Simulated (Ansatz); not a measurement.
All-electron card of Fe

```
Fe
1.0
     0.00000    1.82778    1.82778
     1.82778    0.00000    1.82778
     1.82778    1.82778    0.00000
Fe
1
Direct
  0.00000 0.00000 0.00000
```

The conventional cell has a = 3.656 Å, b = 3.656 Å, c = 3.656 Å, α = 90.00°, β = 90.00°, γ = 90.00°. Fe (atom 1) has 12 Fe at 2.58 Å as nearest neighbours.

The cell is the one relaxed in the Materials Project (mp-150), not relaxed further here; entries there can be hypothetical.

Other magnetic orders may lie lower; this is the state that the run reached.

Methods: DFT, PBE, all-electron LAPW, scalar-relativistic (Ansatz 0.2.0); DFT, PBE, all-electron PAW with datasets made for the crystal, scalar-relativistic (Ansatz 0.2.0).

For LAPW: a Γ-centred 17×17×17 k mesh, Fermi–Dirac smearing of 0.03 eV, basis error target 0.25 meV/atom, spin-polarised from start moments Fe 3 μB. The crystal-made all-electron datasets (AE datasets) take a cutoff of 280 eV at this cell. The Ansatz runs share mesh, smearing and spin set-up. Values come from LAPW unless marked.

| Quantity | Value |
| --- | --- |
| Pressure at this cell | -1.87 GPa |
| Volume per atom | 12.21 Å³ |

Problem. Give the computed value. Band gap.

Solution. none: bands cross the Fermi level, a metal.

Problem. Give the computed value. Density of states at the Fermi level (0.2 eV bin).

Solution. 1.04 states/eV per cell.

Problem. Moments in the spheres: what does the calculation give?

Solution. Fe 2.67 μB.

Problem. Predict this quantity. Moment of the cell.

Solution. 2.62 μB.

Problem. Give the computed value. Contact hyperfine fields (crystal-made datasets).

Solution. Fe -35.8 T, core polarisation included, positive along the moment of the spin-up electrons.
